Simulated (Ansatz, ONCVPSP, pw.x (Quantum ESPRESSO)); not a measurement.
## pw.x on fcc Be: one setting changed

Potential: optimised norm-conserving Vanderbilt (ONCV), ONCVPSP 4.0.1.1 (patched build), PBE; core [He], reference 2s2; waves: 2s: rc 1.65 bohr, ncon 4, nbas 7, qcut 4 1/bohr, 2 projectors, debl 1.4 Ha; p scattering state at 0.28 Ha: rc 1.40 bohr, ncon 4, nbas 7, qcut 6.6 1/bohr, 2 projectors, debl 3.5 Ha; d scattering state at 0.11 Ha: rc 1.40 bohr, ncon 4, nbas 8, qcut 7.3 1/bohr, 2 projectors, debl 2.5 Ha; local part: polynomial inside 1.05 bohr (lpopt 5, dvloc0 0 Ha); core correction: Teter function, parameters optimised by the program.

The reference run (k-mesh 18³, cutoffs 50/200 Ry, Fermi–Dirac 0.01 Ry, mixing_beta 0.4, conv_thr 1e-9, no spin) gives -2.01 GPa at 7.914 Å³/atom, where all-electron LAPW gives -0.36 GPa. This run, with its own iteration cap, changes mixing_mode to local-TF.

```
&control
  calculation='scf', prefix='x', pseudo_dir='./', outdir='./tmp', tstress=.true., disk_io='none'
/
&system
  ibrav=0, nat=1, ntyp=1, ecutwfc=50, ecutrho=200, nbnd=8,
  occupations='smearing', smearing='fd', degauss=0.01
/
&electrons
  conv_thr=1e-09, mixing_beta=0.4, electron_maxstep=50, mixing_mode='local-TF'
/
ATOMIC_SPECIES
Be 1.0 Be.UPF
CELL_PARAMETERS angstrom
  0.00000000 1.58169236 1.58169236
  1.58169236 0.00000000 1.58169236
  1.58169236 1.58169236 0.00000000
ATOMIC_POSITIONS crystal
Be 0.0000 0.0000 0.0000
K_POINTS automatic
18 18 18 0 0 0
```

```bash
pw.x < Be.scf.in > Be.scf.out
```

Task: How does the run end?

Result: It converges in 5 iterations; the free energy moves by +0.0 meV/atom and the pressure by +0.00 GPa. The result is that of the reference run.

```
Message from routine setup:
     using ibrav=0 with symmetry is DISCOURAGED, use correct ibrav instead
     lattice parameter (alat)  =       4.2270  a.u.
     unit-cell volume          =      53.4063 (a.u.)^3
     number of electrons       =         2.00
     number of Kohn-Sham states=            8
     kinetic-energy cutoff     =      50.0000  Ry
     charge density cutoff     =     200.0000  Ry
     scf convergence threshold =      1.0E-09
     Exchange-correlation= PBE
     number of k points=   195  Fermi-Dirac smearing, width (Ry)=  0.0100
     iteration #  1     ecut=    50.00 Ry     beta= 0.40
     total energy              =      -2.54407219 Ry
     estimated scf accuracy    <       0.00006481 Ry
     iteration #  2     ecut=    50.00 Ry     beta= 0.40
     total energy              =      -2.54414994 Ry
     estimated scf accuracy    <       0.00002825 Ry
     iteration #  3     ecut=    50.00 Ry     beta= 0.40
     total energy              =      -2.54415261 Ry
     estimated scf accuracy    <       0.00000021 Ry
     iteration #  4     ecut=    50.00 Ry     beta= 0.40
     total energy              =      -2.54415266 Ry
     estimated scf accuracy    <          1.4E-09 Ry
     iteration #  5     ecut=    50.00 Ry     beta= 0.40
     the Fermi energy is     8.5393 ev
!    total energy              =      -2.54415266 Ry
     estimated scf accuracy    <          3.2E-10 Ry
     smearing contrib. (-TS)   =      -0.00053154 Ry
     The total energy is F=E-TS. E is the sum of the following terms:
     one-electron contribution =       2.04792803 Ry
     hartree contribution      =       0.00137129 Ry
     xc contribution           =      -1.52506149 Ry
     ewald contribution        =      -3.06785895 Ry
     convergence has been achieved in   5 iterations
          total   stress  (Ry/bohr**3)                   (kbar)     P=      -20.11
     Message from routine punch:
     Nothing written, as per user request (disk_io='none')
```

The run took about 3 s on one core of a shared host (Neoverse-V2, 32 threads, 247 GiB, load 18).
